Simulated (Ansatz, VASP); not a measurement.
**One calculation of Rb, two programs**

Contents of INCAR:

```
SYSTEM = Rb
PREC = Accurate
ENCUT = 520
EDIFF = 1E-7
ISMEAR = -1
SIGMA = 0.08
LREAL = .FALSE.
LASPH = .TRUE.
NELM = 80
ALGO = Normal
ISIF = 2
LWAVE = .FALSE.
LCHARG = .FALSE.
GGA = PE
NBANDS = 10
```

The input KPOINTS:

```
Automatic mesh
0
G
  9 9 9
  0 0 0
```

POSCAR

```
Rb
1.0
    3.6658573237      0.0000000000      0.0000000000
    0.0000000000      3.6658573237      0.0000000000
    0.0000000000      0.0000000000      3.6658573237
Rb
1
Direct
    0.0000000000      0.0000000000      0.0000000000
```

Input for Ansatz:

```yaml
crystal:
  lattice:
    - [3.6658573237, 0.0, 0.0]
    - [0.0, 3.6658573237, 0.0]
    - [0.0, 0.0, 3.6658573237]
  atoms:
    - { symbol: Rb, position: [0.0, 0.0, 0.0] }
kpoints:
  mp_grid: { grid: [9, 9, 9] }
scf:
  occupations: { method: fermi_dirac, width: 0.08 }
hamiltonian:
  xc: pbe
  pseudopotentials: { kind: paw }
output:
  forces: true
  stress: true
  eigenvalues: true
  populations: true
```

Change from the starting cell: volume scaled by 0.5, PAW files.

Alike in both runs: task single point; functional PBE; k mesh 9 × 9 × 9; occupations fermi-dirac, width 0.08 eV; no spin polarisation.

|  | VASP | Ansatz |
| --- | --- | --- |
| version | VASP 6.6.1 | Ansatz 0.2.0 |
| potentials or method | VASP PAW PBE potentials, release 64 (Rb_sv) | PAW with Ansatz's default frozen-core files, scalar-relativistic |
| plane-wave cutoff (eV) | 520 | 420 |
| valence electrons in the cell | 9 | 9 |

|  | VASP | Ansatz | Ansatz less VASP |
| --- | --- | --- | --- |
| pressure (GPa) | 4.9 | 4.9 | -0.01 |
